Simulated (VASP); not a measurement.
## KTaO3: band structure with r2SCAN

KTaO3:

```
CELL_PARAMETERS angstrom
3.98830 0.00000 0.00000
0.00000 3.98830 0.00000
0.00000 0.00000 3.98830
ATOMIC_POSITIONS crystal
Ta 0.00000 0.00000 0.00000
K 0.50000 0.50000 0.50000
O 0.00000 0.00000 0.50000
O 0.00000 0.50000 0.00000
O 0.50000 0.00000 0.00000
```

```
Program                : VASP 6.6.1
Task                   : band structure
Functional             : r2SCAN
Potentials or basis    : VASP PAW PBE potentials, release 64 (Ta_pv, K_sv, O)
Cutoff                 : 520 eV
k mesh                 : 8 × 8 × 8
Occupations            : gaussian, width 0.02 eV
Spin                   : no spin polarisation
Ladder                 : gaps
Further INCAR settings : ALGO = Normal; EDIFF = 1e-06
```

| Item | Value |
| --- | --- |
| Pressure | 1.2 GPa |
| Band gap on the k mesh | 2.60 eV, indirect (least direct gap 3.25 eV) |
| Band gap along the path | 2.60 eV, indirect (least direct gap 3.25 eV) |

Levels at the corners of the path, in eV from the valence-band top:
| point | band 16 | band 17 | band 18 | band 19 | band 20 | band 21 | band 22 | band 23 |
| --- | --- | --- | --- | --- | --- | --- | --- | --- |
| Γ | -1.10 | -0.65 | -0.65 | -0.65 | 2.60 | 2.60 | 2.60 | 7.07 |
| X | -2.15 | -1.54 | -0.89 | -0.89 | 2.75 | 5.44 | 5.44 | 7.10 |
| X | -2.15 | -1.54 | -0.89 | -0.89 | 2.75 | 5.44 | 5.44 | 7.10 |
| M | -1.74 | -1.47 | -1.47 | -0.04 | 5.47 | 5.47 | 6.78 | 8.11 |
| M | -1.74 | -1.47 | -1.47 | -0.04 | 5.47 | 5.47 | 6.78 | 8.11 |
| Γ | -1.10 | -0.65 | -0.65 | -0.65 | 2.60 | 2.60 | 2.60 | 7.07 |
| Γ | -1.10 | -0.65 | -0.65 | -0.65 | 2.60 | 2.60 | 2.60 | 7.07 |
| R | -3.96 | 0.00 | 0.00 | 0.00 | 6.92 | 6.92 | 6.92 | 9.67 |
| R | -3.96 | 0.00 | 0.00 | 0.00 | 6.92 | 6.92 | 6.92 | 9.67 |
| X | -2.15 | -1.54 | -0.89 | -0.89 | 2.75 | 5.44 | 5.44 | 7.10 |
| M | -1.74 | -1.47 | -1.47 | -0.04 | 5.47 | 5.47 | 6.78 | 8.11 |
| R | -3.96 | 0.00 | 0.00 | 0.00 | 6.92 | 6.92 | 6.92 | 9.67 |

It took 2.2 min on 2 MPI ranks on AMD EPYC 9R45 96-Core Processor (Zen 5), on a shared host, peak memory 0.2 GiB a rank.

Caveat: the PAW data sets were made with another functional, which shifts forces and pressure a little; spin-orbit coupling is left out, which moves the levels of the heavy elements. r2SCAN opens gaps a little over a GGA but as a rule still falls short of measured ones.
